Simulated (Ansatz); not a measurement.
# Ti: band edges up the ladder, part 2 of 2

Aim: the band edges of Ti at several levels of theory, all at one geometry, and what each level costs.

Ansatz 0.2.0; DFT PBEsol, scalar-relativistic, plane waves, PAW. Earlier steps stand in the parts before. Steps at another level of theory say so in their titles or inputs.

### Step 4. The run at PBEsol

Contents of input.yaml:

```yaml
crystal:
  lattice:
    - [2.9007969572, 0.0, 0.0]
    - [-1.4503984786, 2.5121638561, 0.0]
    - [0.0, 0.0, 4.5904427232]
  atoms:
    - { symbol: Ti, position: [0.3333333333, 0.6666666667, 0.25] }
    - { symbol: Ti, position: [0.6666666667, 0.3333333333, 0.75] }
basis:
  ecutwfc: 420
kpoints:
  mp_grid: { grid: [18, 18, 10] }
  band_path:
    path:
      - [0.0, 0.0, 0.0]
      - [0.5, 0.0, 0.0]
      - [0.3333333333, 0.3333333333, 0.0]
      - [0.0, 0.0, 0.5]
      - [0.5, 0.0, 0.5]
      - [0.3333333333, 0.3333333333, 0.5]
      - [0.27777778, 0.27777778, 0.4]
    npoints: 1
hamiltonian:
  xc: pbesol
scf:
  occupations: { method: gaussian, width: 0.1 }
  n_extra_bands: 4
output:
  forces: true
  stress: true
  eigenvalues: true
  write_density: true
  write_potential: true
  elf: true
  volumetric_format: npy
```

Started as:

```sh
$ ansatz run input.yaml --threads 1 --pin off --max-ram 2560MiB --backend cpu --events-out ev --progress --plain --runs-dir out
```

What it wrote, shortened:

```text
Warning: RAYON_NUM_THREADS=1 ignored (pool sized by the plan → 1); use --threads N
scf.n_extra_bands = 4 over 12 filled bands (N_el = 24.0): the run solves 16 bands
[...]
Pseudopotentials: kind: paw
Pseudopotential: Ti, paw, valence charge 12, recommended cutoff 420 eV (normal), Ti.paw.azcp
Functional definition: PBEsol
[...]
Crystal: 2 atoms, lattice volume = 33.452 Å³
Basis set: ecut = 420 eV, 627 PW (Γ), exchange–correlation on 40×40×64 points (8 copies of the dense FFT grid, shifted against one another)
Bands: 16, of which v1, the nominal top of the filled ones, is band 12 counted from 1 (11 counted from 0)
Symmetry: 24 space group operations
Space group: P63/mmc (ITA 194), of the structure as read, at distance tolerance 3.2e-5 Å
k-points: 222 of 3240
[...]
SCF iter   1: F=—  HF=-4947.804743 eV  |F-HF|=—  |Δ(HF+E_count)|=         —  Δρ=8.47e-3  dr2=1.82e-2  ethr=1.77e-3  ⟨swp⟩=3.6  Hψ=14219  notcnv=0
[...]
SCF iter   6: F=-4947.798243 eV  HF=-4947.798243 eV  |F-HF|=2.24e-10  |Δ(HF+E_count)|=   1.02e-8  Δρ=1.14e-6  dr2=3.26e-10  ethr=9.32e-11  ⟨swp⟩=4.1  Hψ=17889  notcnv=0
[...]
NSCF: frozen V_eff on 7 k-points
SCF converged after 6 iterations
Free energy (F): -4947.798243 eV
[...]
E sigma→0 (E₀):  -4947.793684 eV
Entropy (-TS):   -0.009118 eV (-4.559 meV/atom)
Fermi energy:    13.864700 eV
[...]
--- Forces (eV/Å), atoms counted from 1 ---
  atom   1  Ti     0.00000000    -0.00000000     0.00000000
  atom   2  Ti     0.00000000     0.00000000     0.00000000
[...]
--- Stress (GPa, compression-positive) ---
       -0.006433      -0.000000       0.000000
        0.000000      -0.006433       0.000000
        0.000000       0.000000      -0.006952
  P = ⅓ Tr σ = -0.0066 GPa (-0.066 kbar)
--- Band table (eV; the first three rows and the last of 222) ---
  k-point 0: bands = ["-42.6643", "-42.4997", "-19.4239", "-18.6900", "-18.6900", "-18.6063", "-18.5743", "-18.5743", "7.5835", "11.0726", "14.6512", "14.6512", "14.7407", "14.7875", "15.1843", "15.1843"]
[...]
```

Wall time 7.5 s (1 thread of Arm Neoverse V2, shared host); peak memory 0.37 GiB.

Levels at named points, in eV from the top of the last band filled by count:

```csv
point,band 10,band 11,band 12,band 13,band 14,band 15
Γ,-3.58,0.00,0.00,0.09,0.14,0.53
M,-3.08,-2.75,-1.38,-0.32,-0.13,0.45
K,-2.21,-2.21,-2.13,-0.56,-0.56,0.78
A,-5.16,-0.70,-0.70,-0.10,-0.10,-0.10
L,-3.45,-1.66,-1.66,0.64,0.64,1.01
H,-2.10,-1.93,-1.93,-0.99,-0.99,0.95
bottom*,-2.59,-1.73,-1.32,-1.12,-0.78,0.67
```

* Points where the relaxation's level has its edges, typed into the path; another level's edges can lie beside them.

### Step 5. Levels with r2SCAN

input.yaml, as its differences from that of step 4:

```diff
@@ -9,3 +9,3 @@
 basis:
-  ecutwfc: 420
+  ecutwfc: 500
 kpoints:
@@ -23,3 +23,3 @@
 hamiltonian:
-  xc: pbesol
+  xc: r2scan
 scf:
@@ -31,5 +31 @@
   eigenvalues: true
-  write_density: true
-  write_potential: true
-  elf: true
-  volumetric_format: npy
```

Started as:

```sh
$ ansatz run input.yaml --threads 1 --pin off --max-ram 2560MiB --backend cpu --events-out ev --progress --plain --runs-dir out
```

What it wrote:

```text
Warning: RAYON_NUM_THREADS=1 ignored (pool sized by the plan → 1); use --threads N
scf.n_extra_bands = 4 over 12 filled bands (N_el = 24.0): the run solves 16 bands
Engine: ansatz 0.2.0, aarch64-unknown-linux-gnu
Pseudopotentials: kind: paw
Pseudopotential: Ti, paw, valence charge 12, recommended cutoff 500 eV (meta_gga), Ti.paw.azcp
Functional definition: r2SCAN
  parameter k0 = 0.174
  parameter k1 = 0.065
  parameter a1 = 4.9479
  exchange = r2scan_x(k0 = k0, k1 = k1, a1 = a1)
  correlation = r2scan_c
Crystal: 2 atoms, lattice volume = 33.452 Å³
Basis set: ecut = 500 eV, 845 PW (Γ), exchange–correlation on 96×96×144 points (64 copies of the dense FFT grid, shifted against one another)
Bands: 16, of which v1, the nominal top of the filled ones, is band 12 counted from 1 (11 counted from 0)
Symmetry: 24 space group operations
Space group: P63/mmc (ITA 194), of the structure as read, at distance tolerance 3.2e-5 Å
k-points: 222 of 3240
Non-local potential: Ti, projectors of the file, l = 0: 3, l = 1: 2, l = 2: 3, l = 3: 1
PAW form: soft (Blöchl's): semilocal exchange-correlation on the pseudo side does not see the compensation charge
PAW frozen core: Ti, regenerated for the run's functional (the file was generated under x = pbe(κ = 0.804, μ = 0.2195149727645171), c = pbe(β = 0.06672455060314922))
PAW one-centre angular grid: Ti, 590 points (default); XC on 160 Gauss nodes
Initial density: superposition of atomic densities (neutral atoms: chi_scale 0, normalization atom), corrected by the library's trained network
Initial wavefunctions: pseudopotential atomic-orbital guess
Functional: x = r2scan, c = r2scan; τ floored in thin density (d = 2e-4 eV/Å³)
SCF iter   1: F=—  HF=-5008.673422 eV  |F-HF|=—  |Δ(HF+E_count)|=         —  Δρ=1.65e-2  dr2=7.84e-2  dr2_τ=1.78e-2  ethr=1.77e-3  ⟨swp⟩=3.4  Hψ=14812  notcnv=0
preconditioner: auto → none  [metal: Δε(μ)=0.003 eV  Ē_g=3.240 eV  σ=0.100 eV  W_gap=0.02  n_scr=8 (ndim 8)  ℏωp=18.2 eV  f_vac=0.000  D(μ)=1.57/eV (n_scr^D=22)  sad-step TF]
SCF iter   2: F=—  HF=-5008.728094 eV  |F-HF|=—  |Δ(HF+E_count)|=   5.47e-2  Δρ=6.11e-3  dr2=1.03e-2  dr2_τ=7.45e-4  ethr=3.27e-4  ⟨swp⟩=2.6  Hψ=8277  notcnv=0  defer=9
SCF iter   3: F=—  HF=-5008.728593 eV  |F-HF|=—  |Δ(HF+E_count)|=   4.99e-4  Δρ=1.62e-3  dr2=3.47e-4  dr2_τ=9.85e-5  ethr=4.28e-5  ⟨swp⟩=3.0  Hψ=6894  notcnv=0  defer=9
SCF iter   4: F=—  HF=-5008.729158 eV  |F-HF|=—  |Δ(HF+E_count)|=   5.65e-4  Δρ=3.59e-4  dr2=1.59e-5  dr2_τ=2.06e-6  ethr=1.45e-6  ⟨swp⟩=2.0  Hψ=5659  notcnv=0  defer=9
SCF iter   5: F=—  HF=-5008.729188 eV  |F-HF|=—  |Δ(HF+E_count)|=   3.07e-5  Δρ=2.25e-5  dr2=8.23e-8  dr2_τ=8.82e-9  ethr=6.64e-8  ⟨swp⟩=2.0  Hψ=5763  notcnv=0  defer=9
SCF iter   6: F=-5008.729189 eV  HF=-5008.729189 eV  |F-HF|=1.53e-10  |Δ(HF+E_count)|=   5.43e-8  Δρ=4.31e-6  dr2=3.47e-9  dr2_τ=2.70e-10  ethr=3.43e-10  ⟨swp⟩=2.2  Hψ=13279  notcnv=0
the search or the solves at the SCF's close seem to have found levels that the self-consistency loop had missed (the run counts 1). By its estimate they hold under 1e-12 electrons; where the run keeps them, the occupations were computed again with them
SCF 1 converged in 6 iterations: F = -5008.729189 eV  dr2 = 3.47e-9
NSCF: frozen V_eff on 7 k-points
SCF converged after 6 iterations
Free energy (F): -5008.729189 eV
Harris-Foulkes:  -5008.729189 eV  (|F-HF|=1.53e-10)
Internal energy: -5008.721328 eV  (E = F + TS)
E sigma→0 (E₀):  -5008.725258 eV
Entropy (-TS):   -0.007861 eV (-3.930 meV/atom)
Fermi energy:    14.031040 eV
--- Per-component energies (eV) ---
  E_band       = -325.996823
  E_kinetic    = 546.795452
  E_local      = -1577.737341  (includes V_loc(G=0)·N_el)
  E_nonlocal   = 14.661703
  E_hartree    = 649.463589
  E_xc         = -186.313694
  E_vxc        = -266.333974  (∫ρ·V_xc dr)
  E_paw        = -2113.682603  (= ΣΔE_a)
  E_vpaw       = -360.612304  (= ΣTr[D̂ρ^β])
  E_aug_tail   = 0.000174  (compensation charges beyond the density's cutoff)
  E_vtau       = 18.299932  (kinetic-family band-sum trace: ∫τ·v_τ [+ j·A + Jᵃ·Aᵃ] dr)
  E_ewald      = -2341.401693
  E_core_change = -0.506914  (= ΣΔE_core)
  E_smearing   = -0.007861  (= −TS)
  E_closure    = 0.000000  (closes the sum)
  Σ components = -5008.729189   (vs F -5008.729189, Δ=0.00e0)
--- Forces (eV/Å), atoms counted from 1 ---
  atom   1  Ti    -0.00000000    -0.00000000     0.00000000
  atom   2  Ti    -0.00000000     0.00000000     0.00000000
  max |Σ_I F_I| component: 1.48e-16 eV/Å
--- Stress (GPa, compression-positive) ---
        4.322575      -0.000000       0.000000
        0.000000       4.322575       0.000000
        0.000000       0.000000       3.991099
  P = ⅓ Tr σ = 4.2121 GPa (42.121 kbar)
--- Band table (eV; the first three rows and the last of 222) ---
  k-point 0: bands = ["-45.1672", "-45.0002", "-20.7643", "-20.0190", "-20.0190", "-19.9336", "-19.9041", "-19.9041", "7.2968", "11.0610", "14.7079", "14.9029", "14.9029", "15.0274", "15.4652", "15.4652"]
  k-point 1: bands = ["-45.1632", "-45.0043", "-20.7448", "-20.0162", "-20.0162", "-19.9549", "-19.9069", "-19.9069", "7.3888", "11.0178", "14.5598", "14.8602", "14.8602", "14.9728", "15.4137", "15.4137"]
  k-point 2: bands = ["-45.1514", "-45.0163", "-20.6881", "-20.0164", "-20.0081", "-20.0081", "-19.9151", "-19.9151", "7.6592", "10.8541", "14.2406", "14.7817", "14.7817", "14.8176", "15.2798", "15.2798"]
  k-point 221: bands = ["-44.9856", "-44.9856", "-20.5522", "-20.5522", "-20.3353", "-20.3353", "-20.0464", "-20.0464", "12.6150", "12.6150", "12.8853", "12.8853", "13.6964", "13.6964", "15.9371", "15.9371"]
```

Run time: 15 s. Hardware: 1 thread of Arm Neoverse V2, shared host; peak memory 0.47 GiB.

Levels at named points, in eV from the top of the last band filled by count:

```csv
point,band 10,band 11,band 12,band 13,band 14,band 15
Γ,-3.84,-0.20,0.00,0.00,0.12,0.56
M,-3.28,-2.92,-1.68,-0.27,-0.15,0.44
K,-2.47,-2.47,-2.35,-0.58,-0.58,0.83
A,-5.60,-0.82,-0.82,-0.09,-0.09,-0.09
L,-3.67,-1.80,-1.80,0.47,0.47,1.10
H,-2.29,-2.02,-2.02,-1.21,-1.21,1.03
bottom*,-2.77,-1.90,-1.47,-1.26,-0.92,0.73
```

* Points where the relaxation's level has its edges, typed into the path; another level's edges can lie beside them.

### Step 6. All levels side by side

```csv
level,k mesh,gap (eV),least direct gap (eV),top at,bottom at,CPU time (s)
PBEsol,18×18×10,0.00,0.00,Γ,"(0.28, 0.28, 0.40)",7.4
r2SCAN,18×18×10,0.00,0.00,Γ,"(0.28, 0.28, 0.40)",15
```

Gaps are by band count over the mesh and the named points; a gap of 0 means that the bands overlap or touch.

### Step 7. Summary of results

The summary covers parts 1 to 2. Changes of volume or cell count from the first structure of part 1.

| quantity | value |
| --- | --- |
| relaxed cell | a = 2.901 Å, b = 2.901 Å, c = 4.590 Å, α = 90.00°, β = 90.00°, γ = 120.00° |
| space group (0.01 Å) | P6_3/mmc (No. 194) |
| volume | 16.73 Å³/atom |
| gap, PBEsol | 0.00 eV |
| gap, r2SCAN | 0.00 eV |

In words: The relaxed volume is 5.2 % smaller than at the start. The shape changed too: the edges of the input's cell moved by -0.9, -0.9, -3.4 %. A measured lattice constant a of Ti is 2.9536 Å (298 K; “Impact of oxygen ordering on titanium lattice parameters”, 2024, arxiv:2402.07147); the calculated 2.901 Å misses it by -1.8 %. 4 values of this kind are on record (2.9536 to 2.9646 Å); this one was drawn at random, colder ones first, those with a stated uncertainty first. A measured lattice constant c of Ti is 4.685 Å (298 K; “Impact of oxygen ordering on titanium lattice parameters”, 2024, arxiv:2402.07147); the calculated 4.590 Å misses it by -2.0 %. 4 values of this kind are on record (4.685 to 4.7036 Å); this one was drawn at random, colder ones first, those with a stated uncertainty first. That is the cell relaxed with PBEsol, without thermal expansion or zero-point motion. No level opens a gap.
